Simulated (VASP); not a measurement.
# Mg (P6/mmm) in VASP: notebook

One crystal, Mg, is run at these levels: r2SCAN; tasks: single point.

Everything below comes from runs of VASP 6.6.1. Logs are shortened: lines on timing, memory, paths and dates and some standing lists are left out, and cuts for length are marked.

### Step 1. Starting point

Symmetry: P6/mmm, No. 191, hexagonal system. Conventional cell: a = 3.050 Å, b = 3.050 Å, c = 3.045 Å, α = 90.00°, β = 90.00°, γ = 120.00°. Mg (site symmetry 6/mmm) is surrounded by 8 Mg at 3.04 to 3.05 Å.

This isn't the form of Mg at room conditions, which is hcp.

### Step 2. Single point, r2SCAN

Input file INCAR:

```
ADDGRID = False
ALGO = Normal
EDIFF = 1E-8
ENCUT = 900
ISIF = 2
ISMEAR = 1
LASPH = True
LCHARG = False
LMIXTAU = True
LREAL = False
LWAVE = False
METAGGA = R2SCAN
NELM = 100
PREC = Accurate
SIGMA = 0.1
```

Input file KPOINTS:

```
k-points
0
Gamma
  18 18 16
```

Input file POSCAR:

```
Mg
1.0
    3.0502998005      0.0000000000      0.0000000000
   -1.5251499003      2.6416371164      0.0000000000
    0.0000000000      0.0000000000      3.0448375700
Mg
1
Direct
    0.0000000000      0.0000000000      0.0000000000
```

Potentials or basis: VASP PAW PBE potentials, release 64 (Mg).

Command:

```bash
$ cat potpaw_PBE.64/Mg/POTCAR > POTCAR
$ mpirun -np 1 vasp_std > vasp.out
```

OUTCAR:

```text
EDIFF = 1E-8
   ENCUT = 900
   ISIF = 2
   ISMEAR = 1
   LASPH = True
   LREAL = False
   METAGGA = R2SCAN
   NELM = 100
   PREC = Accurate

 ion  position               nearest neighbor table
   1  0.000  0.000  0.000-

  LATTYP: Found a hexagonal cell.
 ALAT       =     3.0502998005
 C/A-ratio  =     0.9982092808

  Lattice vectors:

 A1 = (   3.0502998005,   0.0000000000,   0.0000000000)
 A2 = (  -1.5251499003,   2.6416371164,   0.0000000000)
 A3 = (   0.0000000000,   0.0000000000,   3.0448375700)

Analysis of symmetry for initial positions (statically):
=====================================================================
 Subroutine PRICEL returns:
 Original cell was already a primitive cell.

 Routine SETGRP: Setting up the symmetry group for a
 hexagonal supercell.

 Subroutine GETGRP returns: Found 24 space group operations
 (whereof 24 operations were pure point group operations)
 out of a pool of 24 trial point group operations.

The static configuration has the point symmetry D_6h.

Analysis of symmetry for dynamics (positions and initial velocities):
=====================================================================
 Subroutine PRICEL returns:
 Original cell was already a primitive cell.

 Routine SETGRP: Setting up the symmetry group for a
 hexagonal supercell.

 Subroutine GETGRP returns: Found 24 space group operations
 (whereof 24 operations were pure point group operations)
 out of a pool of 24 trial point group operations.

The dynamic configuration has the point symmetry D_6h.

 Subroutine INISYM returns: Found 24 space group operations
 (whereof 24 operations are pure point group operations),
 and found     1 'primitive' translations

----------------------------------------------------------------------------------------

                                     Primitive cell

  volume of cell :      24.5346

  direct lattice vectors                    reciprocal lattice vectors
     3.050299800  0.000000000  0.000000000     0.327836628  0.189276565  0.000000000
    -1.525149900  2.641637116  0.000000000     0.000000000  0.378553130  0.000000000
     0.000000000  0.000000000  3.044837570     0.000000000  0.000000000  0.328424744

  length of vectors
     3.050299800  3.050299801  3.044837570     0.378553130  0.378553130  0.328424744

  position of ions in fractional coordinates (direct lattice)
     0.000000000  0.000000000  0.000000000

  ion indices of the primitive-cell ions
   primitive index   ion index
                 1           1

----------------------------------------------------------------------------------------

 KPOINTS: k-points

Automatic generation of k-mesh.
 Grid dimensions read from file:
 generate k-points for:   18   18   16

 Generating k-lattice:

  Cartesian coordinates                     Fractional coordinates (reciprocal lattice)
     0.018213146  0.010515365  0.000000000     0.055555556  0.000000000  0.000000000
     0.000000000  0.021030729  0.000000000     0.000000000  0.055555556  0.000000000
     0.000000000  0.000000000  0.020526547     0.000000000  0.000000000  0.062500000

  Length of vectors
     0.021030729  0.021030729  0.020526547

  Shift w.r.t. Gamma in fractional coordinates (k-lattice)
     0.000000000  0.000000000  0.000000000

 Subroutine IBZKPT returns following result:
 ===========================================

 Found    333 irreducible k-points:

 Following reciprocal coordinates:
            Coordinates               Weight
  0.000000  0.000000  0.000000      1.000000
  0.055556  0.000000  0.000000      6.000000
  0.111111  0.000000  0.000000      6.000000
  0.166667  0.000000  0.000000      6.000000
  0.222222  0.000000  0.000000      6.000000
  0.277778  0.000000  0.000000      6.000000
  0.333333  0.000000  0.000000      6.000000
  0.388889  0.000000  0.000000      6.000000
  0.444444  0.000000  0.000000      6.000000
  0.500000  0.000000  0.000000      3.000000
  0.055556  0.055556  0.000000      6.000000
  0.111111  0.055556  0.000000     12.000000
  0.166667  0.055556  0.000000     12.000000
  0.222222  0.055556  0.000000     12.000000
  0.277778  0.055556  0.000000     12.000000
  0.333333  0.055556  0.000000     12.000000
  0.388889  0.055556  0.000000     12.000000
  0.444444  0.055556  0.000000     12.000000
  0.111111  0.111111  0.000000      6.000000
  0.166667  0.111111  0.000000     12.000000
  0.222222  0.111111  0.000000     12.000000
  0.277778  0.111111  0.000000     12.000000
  0.333333  0.111111  0.000000     12.000000
  0.388889  0.111111  0.000000     12.000000
 [... further k-points ...]
   k-points           NKPTS =    333   k-points in BZ     NKDIM =    333   number of bands    NBANDS=      5
   number of dos      NEDOS =    301   number of ions     NIONS =      1
   total plane-waves  NPLWV =  27000
   dimension x,y,z NGX =    30 NGY =   30 NGZ =   30
   dimension x,y,z NGXF=    60 NGYF=   60 NGZF=   60
   ions per type =               1
   NGX,Y,Z   is equivalent  to a cutoff of  16.35, 16.35, 16.38 a.u.
   NGXF,Y,Z  is equivalent  to a cutoff of  32.70, 32.70, 32.76 a.u.
 SYSTEM =  unknown system
   PREC   = accura    normal or accurate (medium, high low for compatibility)
   ISTART =      0    job   : 0-new  1-cont  2-samecut
   ICHARG =      2    charge: 1-file 2-atom 10-const
   ISPIN  =      1    spin polarized calculation?
   LNONCOLLINEAR =      F non collinear calculations
   LSORBIT =      F    spin-orbit coupling
   LASPH  =      T    aspherical Exc in radial PAW
   ENCUT  =  900.0 eV  66.15 Ry    8.13 a.u.   7.46  7.46  7.45*2*pi/ulx,y,z
   NELM   =    100;   NELMIN=  2; NELMDL= -5     # of ELM steps
   EDIFF  = 0.1E-07   stopping-criterion for ELM
   LREAL  =      F    real-space projection
   EDIFFG = 0.1E-06   stopping-criterion for IOM
   NSW    =      0    number of steps for IOM
   IBRION =     -1    ionic relax: 0-MD 1-quasi-New 2-CG
   NFREE  =      0    steps in history (QN), initial steepest desc. (CG)
   ISIF   =      2    stress and relaxation
   ISYM   =      2    0-nonsym 1-usesym 2-fastsym
   POTIM  = 0.5000    time-step for ionic-motion
   TEBEG  =    0.0;   TEEND  =   0.0 temperature during run
   PSTRESS=    0.0 pullay stress
   NELECT =       2.0000    total number of electrons
   NUPDOWN=      -1.0000    fix difference up-down
   EMIN   =  10.00;   EMAX   =-10.00  energy-range for DOS
   EFERMI =   0.00;   METHOD = LEGACY
   ISMEAR =     1;   SIGMA  =   0.10  broadening in eV -4-tet -1-fermi 0-gaus
   EFERMI_NEDOS =   21; number of points for ismear=-14 and -15
   IALGO  =     38    algorithm
   IMIX   =      4    mixing-type and parameters
     AMIX     =   0.40;   BMIX     =  1.00
     AMIX_MAG =   1.60;   BMIX_MAG =  1.00
  volume/ion in A,a.u.               =      24.53       165.57
  Fermi-wavevector in a.u.,A,eV,Ry     =   0.709836  1.341396  6.855535  0.503868
  Thomas-Fermi vector in A             =   1.796524
   LORBIT       =      0    0 simple, 1 ext, 2 COOP (PROOUT), +10 PAW based schemes
   METAGGA = R2SCAN    functional components
   LHFCALC =     F    Hartree Fock is set to
   AEXX    =    0.0000 exact exchange contribution
   IVDW    =     0    specifies the selected vdW correction
   LEPSILON=     F    determine dielectric tensor
   LRPA    =     F    only Hartree local field effects (RPA)
 non-spin polarized calculation
 Methfessel and Paxton  Order N= 1 SIGMA  =   0.10
  energy-cutoff  :      900.00
  volume of cell :       24.53
 maximum number of plane-waves:      1533
 NGX is ok and might be reduce to    30

 number of electron       2.0000000 magnetization

 Free energy of the ion-electron system (eV)
  ---------------------------------------------------
  ext. energy  EPLUGINS =         0.00000000
  ---------------------------------------------------
  free energy    TOTEN  =        -3.87040152 eV

  energy without entropy =       -3.87025413  energy(sigma->0) =       -3.87035239

 E-fermi :   2.2677     XC(G=0):  -8.8346

 val. band max:        2.2626786331   @ k =   0.3889   0.2222   0.2500
 cond. band min:       2.2736685018   @ k =   0.3889   0.0556   0.4375
 fundamental gap:      0.0109898687
 Fermi energy:         2.2676876241

 k-point     1 :       0.0000    0.0000    0.0000
  band No.  band energies     occupation
      1      -4.8376      2.00000
      2      10.8258      0.00000
      3      11.7509      0.00000
      4      15.7142      0.00000
      5      15.7142      0.00000

 k-point     2 :       0.0556    0.0000    0.0000
  band No.  band energies     occupation
      1      -4.7661      2.00000
      2      10.8211      0.00000
      3      11.8104      0.00000
      4      14.4551      0.00000
      5      15.1846      0.00000

 k-point     3 :       0.1111    0.0000    0.0000
  band No.  band energies     occupation
      1      -4.5521      2.00000
      2      10.7125      0.00000
      3      11.9888      0.00000
      4      12.7185      0.00000
      5      14.3855      0.00000

 k-point     4 :       0.1667    0.0000    0.0000
  band No.  band energies     occupation
      1      -4.1964      2.00000
      2       9.9177      0.00000
      3      11.6912      0.00000
      4      12.2863      0.00000
      5      13.6485      0.00000

 k-point     5 :       0.2222    0.0000    0.0000
  band No.  band energies     occupation
      1      -3.7006      2.00000
      2       8.3359      0.00000
      3      11.5019      0.00000
      4      12.7032      0.00000
      5      13.0145      0.00000

 k-point     6 :       0.2778    0.0000    0.0000
  band No.  band energies     occupation
      1      -3.0669      2.00000
      2       6.6586      0.00000
      3      11.4411      0.00000
      4      12.4927      0.00000
      5      13.2391      0.00000

 k-point     7 :       0.3333    0.0000    0.0000
  band No.  band energies     occupation
      1      -2.2985      2.00000
      2       5.0478      0.00000
      3      11.3552      0.00000
      4      12.0859      0.00000
      5      13.8928      0.00000

 k-point     8 :       0.3889    0.0000    0.0000
  band No.  band energies     occupation
      1      -1.4005      2.00000
      2       3.5398     -0.00000
      3      11.2537      0.00000
      4      11.7950      0.00000
      5      14.6587      0.00000

 k-point     9 :       0.4444    0.0000    0.0000
  band No.  band energies     occupation
      1      -0.3875      2.00000
      2       2.1586      2.06438
      3      11.1742      0.00000
      4      11.6204      0.00000
      5      15.5092      0.00000

 k-point    10 :       0.5000    0.0000    0.0000
  band No.  band energies     occupation
      1       0.4780      2.00000
      2       1.1700      2.00000
      3      11.1445      0.00000
      4      11.5621      0.00000
      5      16.1309      0.00000

 k-point    11 :       0.0556    0.0556    0.0000
  band No.  band energies     occupation
      1      -4.6234      2.00000
      2      10.7809      0.00000
      3      11.9293      0.00000
      4      13.1782      0.00000
      5      14.4197      0.00000

 k-point    12 :       0.1111    0.0556    0.0000
  band No.  band energies     occupation
      1      -4.3385      2.00000
      2      10.4777      0.00000
      3      11.6923      0.00000
      4      12.1673      0.00000
      5      13.7346      0.00000

 k-point    13 :       0.1667    0.0556    0.0000
  band No.  band energies     occupation
      1      -3.9128      2.00000
      2       9.2110      0.00000
      3      11.0101      0.00000
      4      12.5245      0.00000
      5      13.3411      0.00000

 k-point    14 :       0.2222    0.0556    0.0000
  band No.  band energies     occupation
      1      -3.3480      2.00000
      2       7.5372      0.00000
      3      10.6739      0.00000
      4      13.0012      0.00000
      5      13.1848      0.00000

 k-point    15 :       0.2778    0.0556    0.0000
  band No.  band energies     occupation
      1      -2.6469      2.00000
      2       5.8871      0.00000
      3      10.3539      0.00000
      4      13.1315      0.00000
      5      13.5966      0.00000

 k-point    16 :       0.3333    0.0556    0.0000
  band No.  band energies     occupation
      1      -1.8133      2.00000
      2       4.3268      0.00000
      3      10.0758      0.00000
      4      13.0783      0.00000
      5      14.3080      0.00000

 k-point    17 :       0.3889    0.0556    0.0000
  band No.  band energies     occupation
      1      -0.8550      2.00000
      2       2.8796     -0.00000
      3       9.8752      0.00000
      4      13.0148      0.00000
      5      15.1243      0.00000

 k-point    18 :       0.4444    0.0556    0.0000
  band No.  band energies     occupation
      1       0.1859      2.00000
      2       1.5933      2.00000
      3       9.7709      0.00000
      4      12.9721      0.00000
      5      15.9655      0.00000

 k-point    19 :       0.1111    0.1111    0.0000
  band No.  band energies     occupation
      1      -3.9836      2.00000
      2      10.0415      0.00000
      3      10.2270      0.00000
      4      12.4651      0.00000
      5      13.4061      0.00000

 k-point    20 :       0.1667    0.1111    0.0000
  band No.  band energies     occupation
      1      -3.4889      2.00000
      2       8.5006      0.00000
      3       9.6062      0.00000
      4      12.8823      0.00000
      5      13.4965      0.00000

 k-point    21 :       0.2222    0.1111    0.0000
  band No.  band energies     occupation
      1      -2.8567      2.00000
      2       6.8291      0.00000
      3       9.1429      0.00000
      4      13.4190      0.00000
      5      13.7844      0.00000

 k-point    22 :       0.2778    0.1111    0.0000
  band No.  band energies     occupation
      1      -2.0901      2.00000
      2       5.2292      0.00000
      3       8.7546      0.00000
      4      14.0740      0.00000
      5      14.1149      0.00000

 k-point    23 :       0.3333    0.1111    0.0000
  band No.  band energies     occupation
      1      -1.1944      2.00000
      2       3.7298     -0.00000
      3       8.4658      0.00000
      4      14.3671      0.00000
      5      14.8423      0.00000

 k-point    24 :       0.3889    0.1111    0.0000
  band No.  band energies     occupation
      1      -0.1845      2.00000
      2       2.3552     -0.01382
      3       8.2887      0.00000
      4      14.4941      0.00000
      5      15.6992      0.00000

 [... further k-points ...]
[... 5 lines left out ...]
  --------------------------------------------------------------------------------------
  -------------------------------------------------------------------------------------
  Total        0.1023628      0.1023628     -0.0315399     -0.0000000      0.0000000      0.0000000
  in kB        6.6845586      6.6845586     -2.0596383     -0.0000000      0.0000000      0.0000000
  external PRESSURE =       3.7698263 kB  Pullay stress =       0.0000000 kB

 VOLUME and BASIS-vectors are now :
 -----------------------------------------------------------------------------
  energy-cutoff  :      900.00
  volume of cell :       24.53
      direct lattice vectors                 reciprocal lattice vectors
     3.050299800  0.000000000  0.000000000     0.327836628  0.189276565  0.000000000
    -1.525149900  2.641637116  0.000000000     0.000000000  0.378553130  0.000000000
     0.000000000  0.000000000  3.044837570     0.000000000  0.000000000  0.328424744

 POSITION                                       TOTAL-FORCE (eV/Angst)
 -----------------------------------------------------------------------------------
      0.00000      0.00000      0.00000         0.000000      0.000000      0.000000
 -----------------------------------------------------------------------------------
    total drift:                                0.000000      0.000000     -0.000000

  FREE ENERGIE OF THE ION-ELECTRON SYSTEM (eV)
  ---------------------------------------------------
  free  energy   TOTEN  =        -3.8704015195 eV

  energy  without entropy=       -3.8702541266  energy(sigma->0) =       -3.87035239
```

Wall time 3.5 min (1 thread of Intel Xeon 6975P-C (Granite Rapids), shared host); peak memory 0.26 GiB.

What came out:

```yaml
Free_energy: -3.8704 eV
Pressure: 0.4 GPa
Band_gap_on_the_k_mesh: none (metal or under the smearing width)
```

Levels at points of the mesh, in eV from the Fermi level:
| k point | band 1 | band 2 | band 3 | band 4 | band 5 |
| --- | --- | --- | --- | --- | --- |
| (0.00, 0.00, 0.00) | -7.11 | 8.56 | 9.48 | 13.45 | 13.45 |
| (0.50, 0.00, 0.00) | -1.79 | -1.10 | 8.88 | 9.29 | 13.86 |
| (0.00, 0.00, 0.50) | -3.00 | -2.66 | 15.77 | 15.77 | 17.45 |
| (0.50, 0.00, 0.50) | 1.60 | 2.59 | 3.09 | 3.51 | 12.76 |

Caveat: the PAW data sets were made with another functional, which shifts forces and pressure a little.

### Step 3. Single point, r2SCAN

This run uses another cell than the first one, of the same volume but with other edges.

INCAR is that of step 2.

KPOINTS is that of step 2.

Input file POSCAR:

```
Mg
1.0
    3.1430880000     -0.0084060000     -0.0278050000
   -1.5788240000      2.6046760000      0.0276970000
   -0.0277550000      0.0158990000      3.0020770000
Mg
1
Direct
   -0.0144770000      0.0117080000      0.0082640000
```

Potentials or basis: VASP PAW PBE potentials, release 64 (Mg).

Command:

```bash
$ cat potpaw_PBE.64/Mg/POTCAR > POTCAR
$ mpirun -np 1 vasp_std > vasp.out
```

Run time: 18 min. Hardware: 1 thread of Intel Xeon 6975P-C (Granite Rapids), shared host; peak memory 0.98 GiB.

Results (log left out):

| Item | Value |
| --- | --- |
| Free energy | -3.8669 eV |
| Pressure | 0.2 GPa |
| Band gap on the k mesh | none (metal or under the smearing width) |

Stress tensor (GPa, compression positive):
```
-1.16  0.18 -0.16
 0.18  1.09  0.06
-0.16  0.06  0.79
```

Levels at points of the mesh, in eV from the Fermi level:
```tsv
k point	band 1	band 2	band 3	band 4	band 5
(0.00, 0.00, 0.00)	-7.11	8.82	9.98	12.62	13.84
(0.50, 0.00, 0.00)	-1.92	-1.33	8.94	9.38	14.23
(0.00, 0.50, 0.00)	-1.66	-0.88	8.23	8.28	14.39
(0.50, 0.50, 0.00)	-1.95	-1.40	9.03	9.54	14.19
(0.00, 0.00, 0.50)	-2.83	-2.61	15.08	16.30	16.82
(0.50, 0.00, 0.50)	1.64	2.42	3.00	3.50	12.99
(0.00, 0.50, 0.50)	1.88	2.84	3.24	3.91	11.86
(0.50, 0.50, 0.50)	1.57	2.40	2.91	3.49	13.20
```

Caveat: the PAW data sets were made with another functional, which shifts forces and pressure a little.

### Step 4. Single point, r2SCAN

INCAR: that of step 3 with these lines changed.

```diff
@@ -2,4 +2,4 @@
 ALGO = Normal
-EDIFF = 1E-8
-ENCUT = 900
+EDIFF = 1E-6
+ENCUT = 200
 ISIF = 2
@@ -14,2 +14,2 @@
 PREC = Accurate
-SIGMA = 0.1
+SIGMA = 0.2
```

Input file KPOINTS:

```
k-points
0
Gamma
  4 4 4
```

Input file POSCAR:

```
Mg
1.0
    3.0502998005      0.0000000000      0.0000000000
   -1.5251499003      2.6416371164      0.0000000000
    0.0000000000      0.0000000000      3.0448375700
Mg
1
Direct
    0.0000000000      0.0000000000      0.0000000000
```

Command:

```bash
$ cat potpaw_PBE.64/Mg/POTCAR > POTCAR
$ mpirun -np 1 vasp_std > vasp.out
```

Run time: 3.7 s. Hardware: 1 thread of Intel Xeon 6975P-C (Granite Rapids), shared host; peak memory 0.1 GiB.

The run converged, but some of its settings lie outside the range that counts as converged, so its numbers aren't taken as properties of the crystal.

What came out:

| Property | Result |
| --- | --- |
| Free energy | -3.9855 eV |
| Band gap on the k mesh | none (metal or under the smearing width) |

Caveat: the k mesh is coarse (spacing up to 0.59 Å⁻¹), so the values aren't converged; the cutoff is under 1.25 times the usual one of these potentials, so pressure, stress and relaxed cells hold a basis-set (Pulay) error; the PAW data sets were made with another functional, which shifts forces and pressure a little.

(Part 1 of 2 ends here.)
